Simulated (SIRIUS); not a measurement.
# PbS (P-6m2) in SIRIUS: a series of runs, part 4 of 4

SIRIUS 7.12.0. The steps go on from the part before.

**8. Equation of state, PBEsol, 29.08 Å³/atom (volume scaled by 1.06)**

Contents of sirius.json:

```json
{
  "control": {
    "processing_unit": "cpu",
    "std_evp_solver_name": "lapack",
    "gen_evp_solver_name": "lapack",
    "verbosity": 2,
    "print_forces": false,
    "ortho_rf": true,
    "use_second_variation": true,
    "rmt_max": 3.0,
    "num_bands_to_print": 24,
    "save_wf": true
  },
  "parameters": {
    "electronic_structure_method": "full_potential_lapwlo",
    "xc_functionals": ["XC_GGA_X_PBE_SOL", "XC_GGA_C_PBE_SOL"],
    "core_relativity": "dirac",
    "valence_relativity": "iora",
    "num_fv_states": 31,
    "smearing": "fermi_dirac",
    "smearing_width": 0.0018374661,
    "pw_cutoff": 20,
    "gk_cutoff": 3.41,
    "lmax_apw": 11,
    "lmax_rho": 8,
    "lmax_pot": 8,
    "num_mag_dims": 0,
    "auto_rmt": 0,
    "ngridk": [8, 8, 7],
    "shiftk": [0, 0, 0],
    "num_dft_iter": 80,
    "energy_tol": 1e-07,
    "density_tol": 1e-05,
    "use_symmetry": true
  },
  "settings": {"tol_ne": 1e-10},
  "iterative_solver": {"type": "exact"},
  "mixer": {"type": "anderson", "beta": 0.5, "max_history": 8},
  "unit_cell": {
    "lattice_vectors": [[7.8799844651, 0.0, 0.0], [-3.9399922324, 6.8242667282, 0.0], [0.0, 0.0, 7.2989984586]],
    "atom_types": ["Pb", "S"],
    "atom_files": {"Pb": "Pb.json", "S": "S.json"},
    "atoms": {"Pb": [[0.0, 0.0, 0.0]], "S": [[0.6666666667, 0.3333333333, 0.5]]}
  }
}
```

Contents of Pb.json:

```json
{
  "name": "lead",
  "symbol": "Pb",
  "number": 82,
  "mass": 207.2,
  "rmin": 1e-06,
  "rmt": 2.65,
  "nrmt": 800,
  "rinf": 17.22,
  "core": "1s2s2p3s3p3d4s4p4d",
  "valence": [
    {"basis": [{"enu": -0.06, "dme": 0, "n": 0, "auto": 0}, {"enu": -0.06, "dme": 1, "n": 0, "auto": 0}]},
    {"l": 0, "n": 1, "basis": [{"enu": -0.0673, "dme": 0, "n": 0, "auto": 0}]},
    {"l": 1, "n": 2, "basis": [{"enu": 0.04, "dme": 0, "n": 0, "auto": 0}]},
    {"l": 2, "n": 3, "basis": [{"enu": 0.04, "dme": 0, "n": 0, "auto": 0}]},
    {"l": 3, "n": 4, "basis": [{"enu": 0.04, "dme": 0, "n": 0, "auto": 0}]},
    {"l": 4, "n": 5, "basis": [{"enu": 0.04, "dme": 0, "n": 0, "auto": 0}]}
  ],
  "lo": [
    {
      "l": 0,
      "basis": [{"enu": -0.0673, "dme": 0, "n": 0, "auto": 0}, {"enu": -0.0673, "dme": 1, "n": 0, "auto": 0}]
    },
    {
      "l": 0,
      "basis": [{"enu": -5.1061, "dme": 0, "n": 5, "auto": 1}, {"enu": -5.1061, "dme": 1, "n": 5, "auto": 1}]
    },
    {
      "l": 0,
      "basis": [{"enu": -5.1061, "dme": 1, "n": 5, "auto": 1}, {"enu": -0.0673, "dme": 0, "n": 0, "auto": 0}]
    },
    {
      "l": 0,
      "basis": [{"enu": -0.0673, "dme": 0, "n": 0, "auto": 0}, {"enu": 2.211, "dme": 0, "n": 0, "auto": 0}]
    },
    {"l": 1, "basis": [{"enu": 0.04, "dme": 0, "n": 0, "auto": 0}, {"enu": 0.04, "dme": 1, "n": 0, "auto": 0}]},
    {
      "l": 1,
      "basis": [{"enu": -2.9746, "dme": 0, "n": 5, "auto": 1}, {"enu": -2.9746, "dme": 1, "n": 5, "auto": 1}]
    },
    {
      "l": 1,
      "basis": [{"enu": -2.9746, "dme": 1, "n": 5, "auto": 1}, {"enu": 0.04, "dme": 0, "n": 0, "auto": 0}]
    },
    {"l": 1, "basis": [{"enu": 0.04, "dme": 0, "n": 0, "auto": 0}, {"enu": 2.6601, "dme": 0, "n": 0, "auto": 0}]},
    {"l": 2, "basis": [{"enu": 0.04, "dme": 0, "n": 0, "auto": 0}, {"enu": 0.04, "dme": 1, "n": 0, "auto": 0}]},
    {
      "l": 2,
      "basis": [{"enu": -0.6087, "dme": 0, "n": 5, "auto": 1}, {"enu": -0.6087, "dme": 1, "n": 5, "auto": 1}]
    },
    {
      "l": 2,
      "basis": [{"enu": -0.6087, "dme": 1, "n": 5, "auto": 1}, {"enu": 0.04, "dme": 0, "n": 0, "auto": 0}]
    },
    {"l": 2, "basis": [{"enu": 0.04, "dme": 0, "n": 0, "auto": 0}, {"enu": 3.0019, "dme": 0, "n": 0, "auto": 0}]},
    {"l": 3, "basis": [{"enu": 0.04, "dme": 0, "n": 0, "auto": 0}, {"enu": 0.04, "dme": 1, "n": 0, "auto": 0}]},
    {
      "l": 3,
      "basis": [{"enu": -4.7374, "dme": 0, "n": 4, "auto": 1}, {"enu": -4.7374, "dme": 1, "n": 4, "auto": 1}]
    },
    {
      "l": 3,
      "basis": [{"enu": -4.7374, "dme": 1, "n": 4, "auto": 1}, {"enu": 0.04, "dme": 0, "n": 0, "auto": 0}]
    },
    {"l": 3, "basis": [{"enu": 0.04, "dme": 0, "n": 0, "auto": 0}, {"enu": 3.3437, "dme": 0, "n": 0, "auto": 0}]},
    {"l": 4, "basis": [{"enu": 0.04, "dme": 0, "n": 0, "auto": 0}, {"enu": 0.04, "dme": 1, "n": 0, "auto": 0}]},
    {"l": 4, "basis": [{"enu": 0.04, "dme": 0, "n": 0, "auto": 0}, {"enu": 2.7741, "dme": 0, "n": 0, "auto": 0}]}
  ],
  "free_atom": [... radial grid and density of the free atom, the start of the SCF ...]
}
```

Contents of S.json:

```json
{
  "name": "sulphur",
  "symbol": "S",
  "number": 16,
  "mass": 32.065,
  "rmin": 1e-06,
  "rmt": 2.29,
  "nrmt": 800,
  "rinf": 13.52,
  "core": "1s2s",
  "valence": [
    {"basis": [{"enu": -0.06, "dme": 0, "n": 0, "auto": 0}, {"enu": -0.06, "dme": 1, "n": 0, "auto": 0}]},
    {"l": 0, "n": 1, "basis": [{"enu": -0.0966, "dme": 0, "n": 0, "auto": 0}]},
    {"l": 1, "n": 2, "basis": [{"enu": 0.04, "dme": 0, "n": 0, "auto": 0}]},
    {"l": 2, "n": 3, "basis": [{"enu": 0.04, "dme": 0, "n": 0, "auto": 0}]},
    {"l": 3, "n": 4, "basis": [{"enu": 0.04, "dme": 0, "n": 0, "auto": 0}]}
  ],
  "lo": [
    {
      "l": 0,
      "basis": [{"enu": -0.0966, "dme": 0, "n": 0, "auto": 0}, {"enu": -0.0966, "dme": 1, "n": 0, "auto": 0}]
    },
    {
      "l": 0,
      "basis": [{"enu": -0.0966, "dme": 1, "n": 0, "auto": 0}, {"enu": -0.0966, "dme": 2, "n": 0, "auto": 0}]
    },
    {
      "l": 0,
      "basis": [{"enu": -0.0966, "dme": 0, "n": 0, "auto": 0}, {"enu": 2.1917, "dme": 0, "n": 0, "auto": 0}]
    },
    {"l": 1, "basis": [{"enu": 0.04, "dme": 0, "n": 0, "auto": 0}, {"enu": 0.04, "dme": 1, "n": 0, "auto": 0}]},
    {
      "l": 1,
      "basis": [{"enu": -5.4482, "dme": 0, "n": 2, "auto": 1}, {"enu": -5.4482, "dme": 1, "n": 2, "auto": 1}]
    },
    {
      "l": 1,
      "basis": [{"enu": -5.4482, "dme": 1, "n": 2, "auto": 1}, {"enu": 0.04, "dme": 0, "n": 0, "auto": 0}]
    },
    {"l": 1, "basis": [{"enu": 0.04, "dme": 0, "n": 0, "auto": 0}, {"enu": 3.5487, "dme": 0, "n": 0, "auto": 0}]},
    {"l": 2, "basis": [{"enu": 0.04, "dme": 0, "n": 0, "auto": 0}, {"enu": 0.04, "dme": 1, "n": 0, "auto": 0}]},
    {"l": 2, "basis": [{"enu": 0.04, "dme": 1, "n": 0, "auto": 0}, {"enu": 0.04, "dme": 2, "n": 0, "auto": 0}]},
    {"l": 2, "basis": [{"enu": 0.04, "dme": 0, "n": 0, "auto": 0}, {"enu": 3.0148, "dme": 0, "n": 0, "auto": 0}]},
    {"l": 3, "basis": [{"enu": 0.04, "dme": 0, "n": 0, "auto": 0}, {"enu": 0.04, "dme": 1, "n": 0, "auto": 0}]}
  ],
  "free_atom": [... radial grid and density of the free atom, the start of the SCF ...]
}
```

Contents of sirius_start.json:

```json
{
  "control": {
    "processing_unit": "cpu",
    "std_evp_solver_name": "lapack",
    "gen_evp_solver_name": "lapack",
    "verbosity": 1,
    "print_forces": false,
    "ortho_rf": true,
    "use_second_variation": true,
    "rmt_max": 3.0,
    "num_bands_to_print": 24,
    "save_wf": false
  },
  "parameters": {
    "electronic_structure_method": "full_potential_lapwlo",
    "xc_functionals": ["XC_LDA_X", "XC_LDA_C_PW"],
    "core_relativity": "dirac",
    "valence_relativity": "iora",
    "num_fv_states": 31,
    "smearing": "fermi_dirac",
    "smearing_width": 0.0055123983,
    "pw_cutoff": 20,
    "gk_cutoff": 2.72,
    "lmax_apw": 11,
    "lmax_rho": 8,
    "lmax_pot": 8,
    "num_mag_dims": 0,
    "auto_rmt": 0,
    "ngridk": [3, 3, 3],
    "shiftk": [0, 0, 0],
    "num_dft_iter": 30,
    "energy_tol": 0.01,
    "density_tol": 0.05,
    "use_symmetry": true
  },
  "settings": {"tol_ne": 1e-10},
  "iterative_solver": {"type": "exact"},
  "mixer": {"type": "anderson", "beta": 0.5, "max_history": 8},
  "unit_cell": {
    "lattice_vectors": [[7.8799844651, 0.0, 0.0], [-3.9399922324, 6.8242667282, 0.0], [0.0, 0.0, 7.2989984586]],
    "atom_types": ["Pb", "S"],
    "atom_files": {"Pb": "Pb.json", "S": "S.json"},
    "atoms": {"Pb": [[0.0, 0.0, 0.0]], "S": [[0.6666666667, 0.3333333333, 0.5]]}
  }
}
```

Started as:

```
$ OMP_NUM_THREADS=1 sirius.scf --input=sirius_start.json --output=start.json
$ OMP_NUM_THREADS=1 sirius.scf --input=sirius.json --output=output.json --task=1
```

Run time: 88 s. Hardware: 1 thread of Arm Neoverse V2, shared host; peak memory 0.58 GiB.

Results (log left out):

```
Free energy                                       : -580180.6312 eV
Band gap on the k mesh                            : 0.35 eV, indirect (least direct gap 1.56 eV)
All electrons inside the program's atomic spheres : Pb 79.82; S 14.63 (radii Pb 2.65, S 2.29 bohr)
```

Caveat: spin-orbit coupling is left out, which as a rule narrows the gap of such compounds by several tenths of an eV; an odd mesh through Γ misses points on the zone boundary, where band edges often lie.

**9. Equation of state, PBEsol**

Potentials or basis: all-electron FP-LAPW, apw+lo standard.

No new run: the results of the series are fitted here.

Results:

* Equilibrium volume: 25.93 Å³/atom
* Bulk modulus at fixed shape and positions: 56 GPa
* Pressure derivative of the bulk modulus: 4.2 (rough: it moves with the points fitted)

Energy against volume, from the lowest point:
| volume (Å³/atom) | energy (meV/atom) |
| --- | --- |
| 25.789 | 0.00 |
| 26.338 | 0.88 |
| 26.887 | 5.70 |
| 27.435 | 13.74 |
| 27.984 | 24.57 |
| 28.533 | 38.39 |
| 29.082 | 54.43 |

Caveat: the basis cutoff falls short for Ag, Pd and Pb here, so volumes come out up to a per cent or two small and moduli rough; the cell was scaled at fixed shape and fractional positions, which overstates the stiffness of a crystal with free parameters, most of all of layers and chains.
